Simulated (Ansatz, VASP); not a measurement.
# One calculation of HfH, two programs

```
Hf H
1.0
     3.20547    0.00000    0.00000
    -1.60273    2.77602    0.00000
     0.00000    0.00000    5.32053
Hf H
2 2
Direct
  0.33333 0.66667 0.75000
  0.66667 0.33333 0.25000
  0.00000 0.00000 0.00000
  0.00000 0.00000 0.50000
```

Alike in both runs: functional PBE; k mesh 6 × 6 × 4; occupations gaussian, width 0.1 eV; no spin polarisation.

Ansatz relaxed the structure, and its values are those at the end. VASP's run is a single point on that final structure, the one shown.

|  | VASP | Ansatz |
| --- | --- | --- |
| version | VASP 6.6.1 | Ansatz 0.2.0 |
| potentials or method | VASP PAW PBE potentials, release 64 (Hf_pv, H) | scalar-relativistic, plane waves, PAW |
| plane-wave cutoff (eV) | 520 | 420 |
| valence electrons in the cell | 22 | 54 |

```tsv
	VASP	Ansatz	Ansatz less VASP
gap on the k mesh at the Fermi level (eV)	none	none	-
pressure (GPa)	-0.5	0.2	+0.67
```

A gap of «none» marks a metal or a gap that the smearing closes. The two sets of potentials don't hold the same shells in valence.

Caveats: the k mesh is coarse (spacing up to 0.38 Å⁻¹), so the values aren't converged. Spin-orbit coupling is left out, which matters for the levels of Hf.
